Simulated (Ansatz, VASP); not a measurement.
# BP: VASP beside Ansatz

Wanted: the spread between two codes on one cell, functional and k mesh.

Calculated with Ansatz 0.2.0; plane waves, with VASP 6.6.1 beside it; G0W0 gap at PBE.

### 1. The starting structure

The structure is cubic, space group F-43m (No. 216). The conventional cell has a = 4.538 Å, b = 4.538 Å, c = 4.538 Å, α = 90.00°, β = 90.00°, γ = 90.00°. Nearest to B lie 4 P at 1.97 Å. Nearest to P lie 4 B at 1.97 Å. Farther neighbours are not listed.

Structure file:

```cif
data_structure
_symmetry_space_group_name_H-M 'P 1'
_symmetry_Int_Tables_number 1
_cell_length_a 3.2089
_cell_length_b 3.2089
_cell_length_c 3.2089
_cell_angle_alpha 60.000
_cell_angle_beta 60.000
_cell_angle_gamma 60.000
_cell_volume 23.36
loop_
_atom_site_label
_atom_site_type_symbol
_atom_site_fract_x
_atom_site_fract_y
_atom_site_fract_z
_atom_site_occupancy
B1 B 0.00000 0.00000 0.00000 1
P2 P 0.25000 0.25000 0.25000 1
```

### 2. VASP: G0W0 gap, PBE

Quasiparticle shifts depend on high empty states and on the cores, so they are the hardest test of two PAW sets.

Lines of VASP's logs that name or quote its potential files are left out, and so is its time.

The run reads the wave functions of an earlier VASP run, which isn't shown here.

Contents of INCAR:

```
SYSTEM = BP
PREC = Accurate
ENCUT = 340
ISMEAR = 0
SIGMA = 0.01
LREAL = .FALSE.
GGA = PE
NBANDS = 56
ALGO = EVGW0
NELMGW = 1
ENCUTGW = 100
NOMEGA = 48
PRECFOCK = Fast
NBANDSGW = 16
LWAVE = .FALSE.
LCHARG = .FALSE.
```

Contents of POSCAR:

```
BP
1.0
    0.0000000000      2.2690000000      2.2690000000
    2.2690000000      0.0000000000      2.2690000000
    2.2690000000      2.2690000000      0.0000000000
B P
1 1
Direct
    0.0000000000      0.0000000000      0.0000000000
    0.2500000000      0.2500000000      0.2500000000
```

Contents of KPOINTS:

```
Automatic mesh
0
Gamma
6 6 6
0 0 0
```

PAW data sets: B_GW and P_GW (PBE family, release 64).

Started as:

```
mpirun -np 8 vasp_std
```

Numbers of over 12 decimals in the logs are rounded to 6 here.

Output:

```text
[banner, memory and clock lines left out]
running    8 mpi-ranks, on    1 nodes
 distrk:  each k-point on    8 cores,    1 groups
 distr:  one band on    1 cores,    8 groups

 POSCAR found type information on POSCAR B P
 POSCAR found :  2 types and       2 ions
|                                                                             |
|           W    W    AA    RRRRR   N    N  II  N    N   GGGG   !!!           |
|           W    W   A  A   R    R  NN   N  II  NN   N  G    G  !!!           |
|           W    W  A    A  R    R  N N  N  II  N N  N  G       !!!           |
|           W WW W  AAAAAA  RRRRR   N  N N  II  N  N N  G  GGG   !            |
|           WW  WW  A    A  R   R   N   NN  II  N   NN  G    G                |
|           W    W  A    A  R    R  N    N  II  N    N   GGGG   !!!           |
|                                                                             |
|     For optimal performance we recommend to set                             |
|       NCORE = 2 up to number-of-cores-per-socket                            |
|     NCORE specifies how many cores store one orbital (NPAR=cpu/NCORE).      |
|     This setting can greatly improve the performance of VASP for DFT.       |
|     The default, NCORE=1 might be grossly inefficient on modern             |
|     multi-core architectures or massively parallel machines. Do your        |
|     Unfortunately you need to use the default for GW and RPA                |
|     calculations (for HF NCORE is supported but not extensively tested      |
|     yet).                                                                   |
|                                                                             |

|                                                                             |
|           W    W    AA    RRRRR   N    N  II  N    N   GGGG   !!!           |
|           W    W   A  A   R    R  NN   N  II  NN   N  G    G  !!!           |
|           W    W  A    A  R    R  N N  N  II  N N  N  G       !!!           |
|           W WW W  AAAAAA  RRRRR   N  N N  II  N  N N  G  GGG   !            |
|           WW  WW  A    A  R   R   N   NN  II  N   NN  G    G                |
|           W    W  A    A  R    R  N    N  II  N    N   GGGG   !!!           |
|                                                                             |
|     The default for ENCUTGWSOFT is different in this version of VASP.       |
|     please manually set ENCUTGWSOFT =100 in the INCAR file.                 |
|                                                                             |

 LDA part: xc-table for (Slater+PW92), standard interpolation
 found WAVECAR, reading the header
 POSCAR, INCAR and KPOINTS ok, starting setup
 FFT: planning ... GRIDC
 FFT: planning ... GRID_SOFT
 FFT: planning ... GRID
 reading WAVECAR
 the WAVECAR file was read successfully
 initial charge from wavefunction
 available memory per node:     56.92 GB, setting MAXMEM to     58290

 The Fermi energy was updated, please check that it is located mid-gap
 values below the HOMO (VB) or above the LUMO (CB) will cause erroneous energies
 E-fermi :   7.8053

 calculate exact exchange contribution
 the WAVEDER file was read successfully
energies w=
    0.000    0.000    0.560    0.000    1.117    0.000    1.670    0.000
    2.216    0.000    2.755    0.000    3.284    0.000    3.804    0.000
    4.314    0.000    4.815    0.000    5.307    0.000    5.790    0.000
    6.267    0.000    6.738    0.000    7.206    0.000    7.670    0.000
    8.135    0.000    8.600    0.000    9.069    0.000    9.544    0.000
   10.028    0.000   10.522    0.000   11.030    0.000   11.555    0.000
   12.101    0.000   12.673    0.000   13.276    0.000   13.915    0.000
   14.599    0.000   15.335    0.000   16.133    0.000   17.008    0.000
   17.974    0.000   19.053    0.000   20.270    0.000   21.660    0.000
   23.269    0.000   25.159    0.000   27.418    0.000   30.172    0.000
   33.607    0.000   38.018    0.000   43.888    0.000   52.081    0.000
   64.288    0.000   84.362    0.000  123.347    0.000  231.056    0.000
 responsefunction array rank=      64
 LDA part: xc-table for (Slater+PW92), standard interpolation

 min. memory requirement per mpi rank     77.9 MB, per node    623.3 MB

 allocating   6 responsefunctions rank=    64
 shmem allocating  48 responsefunctions rank=    64
 response function shared by NCSHMEM nodes    1
 Doing            6  frequencies on each core in blocks of           48
NQ=   1    0.0000    0.0000    0.0000,
|.........|.........|.........|.........|.........|.........|.........|.........
 performed        118000 updates of chi_q(r,r)
 total number of BLAS operations          3.30 Gflops
NQ=   2    0.1667    0.0000    0.0000,
|.........|.........|.........|.........|.........|.........|.........|.........
 performed        358000 updates of chi_q(r,r)
 total number of BLAS operations          9.77 Gflops
NQ=   3    0.3333    0.0000    0.0000,
|.........|.........|.........|.........|.........|.........|.........|.........
 performed        598000 updates of chi_q(r,r)
 total number of BLAS operations         16.24 Gflops
NQ=   4    0.5000    0.0000    0.0000,
|.........|.........|.........|.........|.........|.........|.........|.........
 performed        795000 updates of chi_q(r,r)
 total number of BLAS operations         20.51 Gflops
NQ=   5    0.1667    0.1667    0.0000,
|.........|.........|.........|.........|.........|.........|.........|.........
 performed       1035000 updates of chi_q(r,r)
 total number of BLAS operations         27.43 Gflops
NQ=   6    0.3333    0.1667    0.0000,
|.........|.........|.........|.........|.........|.........|.........|.........
 performed       1429000 updates of chi_q(r,r)
 total number of BLAS operations         36.63 Gflops
NQ=   7    0.5000    0.1667    0.0000,
|.........|.........|.........|.........|.........|.........|.........|.........
 performed       1823000 updates of chi_q(r,r)
 total number of BLAS operations         44.84 Gflops
NQ=   8   -0.3333    0.1667    0.0000,
|.........|.........|.........|.........|.........|.........|.........|.........
 performed       2217000 updates of chi_q(r,r)
 total number of BLAS operations         53.71 Gflops
NQ=   9   -0.1667    0.1667    0.0000,
|.........|.........|.........|.........|.........|.........|.........|.........
 performed       2554000 updates of chi_q(r,r)
 total number of BLAS operations         61.87 Gflops
NQ=  10    0.3333    0.3333    0.0000,
|.........|.........|.........|.........|.........|.........|.........|.........
 performed       2794000 updates of chi_q(r,r)
 total number of BLAS operations         67.07 Gflops
NQ=  11    0.5000    0.3333    0.0000,
|.........|.........|.........|.........|.........|.........|.........|.........
 performed       3188000 updates of chi_q(r,r)
 total number of BLAS operations         75.60 Gflops
NQ=  12   -0.3333    0.3333    0.0000,
|.........|.........|.........|.........|.........|.........|.........|.........
 performed       3525000 updates of chi_q(r,r)
 total number of BLAS operations         82.89 Gflops
NQ=  13    0.5000    0.5000    0.0000,
|.........|.........|.........|.........|.........|.........|.........|.........
 performed       3697000 updates of chi_q(r,r)
 total number of BLAS operations         86.07 Gflops
NQ=  14    0.5000    0.3333    0.1667,
|.........|.........|.........|.........|.........|.........|.........|.........
 performed       4145000 updates of chi_q(r,r)
 total number of BLAS operations         95.77 Gflops
NQ=  15   -0.3333    0.3333    0.1667,
|.........|.........|.........|.........|.........|.........|.........|.........
 performed       4564000 updates of chi_q(r,r)
 total number of BLAS operations        106.29 Gflops
NQ=  16   -0.3333    0.5000    0.1667,
|.........|.........|.........|.........|.........|.........|.........|.........
 performed       4902000 updates of chi_q(r,r)
 total number of BLAS operations        114.20 Gflops
 resolving degeneracies of screened two electron integrals

 calculate QP shifts <psi_nk| G(iteration)W_0 |psi_nk>: iteration 1
 entering main loop
```

Parts of OUTCAR (step 2):

```text
ion  position               nearest neighbor table
   1  0.000  0.000  0.000-   2 1.97   2 1.97   2 1.97   2 1.97
   2  0.250  0.250  0.250-   1 1.97   1 1.97   1 1.97   1 1.97

  LATTYP: Found a face centered cubic cell.
 ALAT       =     4.5380000000

 Subroutine GETGRP returns: Found 24 space group operations
 (whereof 24 operations were pure point group operations)

The static configuration has the point symmetry T_d .

 Found     16 irreducible k-points:

   k-points           NKPTS =     16   k-points in BZ     NKDIM =    216   number of bands    NBANDS=     56

   dimension x,y,z NGX =    20 NGY =   20 NGZ =   20
   dimension x,y,z NGXF=    40 NGYF=   40 NGZF=   40

   ENCUT  =  340.0 eV  24.99 Ry    5.00 a.u.   4.82  4.82  4.82*2*pi/ulx,y,z

   NELECT =       8.0000    total number of electrons

  energy-cutoff  :      340.00
  volume of cell :       23.36
      direct lattice vectors                 reciprocal lattice vectors
     0.000000000  2.269000000  2.269000000    -0.220361393  0.220361393  0.220361393
     2.269000000  0.000000000  2.269000000     0.220361393 -0.220361393  0.220361393
     2.269000000  2.269000000  0.000000000     0.220361393  0.220361393 -0.220361393

 k-points in reciprocal lattice and weights: Automatic mesh
   0.00000000  0.00000000  0.00000000       0.005
   0.16666667  0.00000000  0.00000000       0.037
   0.33333333  0.00000000  0.00000000       0.037
   0.50000000  0.00000000  0.00000000       0.019
   0.16666667  0.16666667  0.00000000       0.028
   0.33333333  0.16666667  0.00000000       0.111
   0.50000000  0.16666667  0.00000000       0.111
  -0.33333333  0.16666667  0.00000000       0.111
  -0.16666667  0.16666667  0.00000000       0.056
[...]
-0.33333333  0.33333333  0.16666667       0.111
  -0.33333333  0.50000000  0.16666667       0.056

 E-fermi :   7.8053

 QP shifts <psi_nk| G(iteration)W_0 |psi_nk>: iteration 1
 for sc-GW calculations column KS-energies equals QP-energies in previous step
 and V_xc(KS)=  KS-energies - (<T + V_ion + V_H > + <T+V_H+V_ion>^1  + <V_x>^1)
 k-point   1 :       0.0000    0.0000    0.0000
  band No.  KS-energies  QP-energies   sigma(KS)   V_xc(KS)     V^pw_x(r,r')   Z            occupation Imag(sigma)
      1      -8.3243      -8.9864     -13.0069     -12.0592     -20.4831       0.6986       2.0000       1.4250
      2       7.1395       6.8607     -13.6577     -13.3042     -14.9313       0.7888       2.0000       0.0648
      3       7.1395       6.8607     -13.6577     -13.3042     -14.9313       0.7888       2.0000       0.0648
      4       7.1395       6.8607     -13.6577     -13.3042     -14.9313       0.7888       2.0000       0.0648
      5      10.5408      11.0933     -11.3738     -12.0776      -7.1361       0.7851       0.0000      -0.0809
      6      10.5408      11.0933     -11.3738     -12.0776      -7.1361       0.7851       0.0000      -0.0809
      7      10.5408      11.0933     -11.3738     -12.0776      -7.1361       0.7851       0.0000      -0.0809
      8      14.5124      15.1103     -11.9717     -12.7644      -6.2284       0.7543       0.0000      -0.1840
    ...

 k-point   2 :       0.1667    0.0000    0.0000
  band No.  KS-energies  QP-energies   sigma(KS)   V_xc(KS)     V^pw_x(r,r')   Z            occupation Imag(sigma)
      1      -7.8264      -8.4863     -13.0342     -12.1007     -20.3329       0.7068       2.0000       1.3523
      2       4.3046       3.8540     -13.2747     -12.6890     -15.4304       0.7692       2.0000       0.0983
      3       6.4757       6.1615     -13.5181     -13.1179     -14.9503       0.7852       2.0000       0.0689
      4       6.4757       6.1615     -13.5181     -13.1179     -14.9503       0.7852       2.0000       0.0689
      5      11.1567      11.6856     -11.4957     -12.1714      -7.0756       0.7827       0.0000      -0.0901
      6      11.4438      12.0330     -11.4760     -12.2330      -6.9716       0.7784       0.0000      -0.0939
      7      11.4438      12.0330     -11.4760     -12.2330      -6.9716       0.7784       0.0000      -0.0939
      8      15.8049      16.4009     -11.8181     -12.6159      -5.7626       0.7470       0.0000      -0.2416
    ...

 k-point   3 :       0.3333    0.0000    0.0000
  band No.  KS-energies  QP-energies   sigma(KS)   V_xc(KS)     V^pw_x(r,r')   Z            occupation Imag(sigma)
      1      -6.4090      -7.0347     -13.1300     -12.2590     -19.9345       0.7184       2.0000       1.1364
      2       0.4080      -0.1821     -13.0092     -12.2039     -16.8612       0.7327       2.0000       0.2503
      3       5.6732       5.2965     -13.5230     -13.0390     -15.3022       0.7784       2.0000       0.0778
      4       5.6732       5.2965     -13.5230     -13.0390     -15.3022       0.7784       2.0000       0.0778
      5      11.0303      11.5215     -11.4775     -12.1054      -6.9528       0.7822       0.0000      -0.0939
      6      11.9922      12.5732     -11.1107     -11.8568      -6.3576       0.7788       0.0000      -0.1062
      7      11.9922      12.5732     -11.1107     -11.8568      -6.3576       0.7788       0.0000      -0.1062
      8      17.2556      17.6782     -10.5086     -11.0700      -4.0784       0.7529       0.0000      -0.3328
    ...

 k-point   4 :       0.5000    0.0000    0.0000
  band No.  KS-energies  QP-energies   sigma(KS)   V_xc(KS)     V^pw_x(r,r')   Z            occupation Imag(sigma)
      1      -4.9989      -5.5740     -13.3974     -12.6015     -19.7140       0.7226       2.0000       0.9281
      2      -1.8960      -2.5278     -12.6448     -11.7665     -17.4744       0.7193       2.0000       0.4490
      3       5.3839       4.9833     -13.5508     -13.0354     -15.4692       0.7773       2.0000       0.0817
      4       5.3839       4.9833     -13.5508     -13.0354     -15.4692       0.7773       2.0000       0.0817
      5      10.9124      11.3933     -11.4879     -12.1024      -6.9581       0.7825       0.0000      -0.0939
      6      11.8455      12.3983     -10.8835     -11.5898      -6.1562       0.7827       0.0000      -0.1045
      7      11.8455      12.3983     -10.8835     -11.5898      -6.1562       0.7827       0.0000      -0.1045
      8      17.2755      17.5440      -9.8147     -10.1684      -3.4749       0.7591       0.0000      -0.3280
    ...

[... 4 further parts left out ...]
```

(Part 1 of 2 ends here.)

[Lines on the potential files, build, host, timing and source positions are cut from VASP's logs without a mark.]

[Logs are printed without paths, hosts, clocks, repeated set-up lines and the standing remarks that a program may print on its own settings, such as how far it seeks lower states.]

[Hosts, paths, dates, database ids (printed as entryN), source tags and the programs' standing remarks are cut or masked in the printed files.]
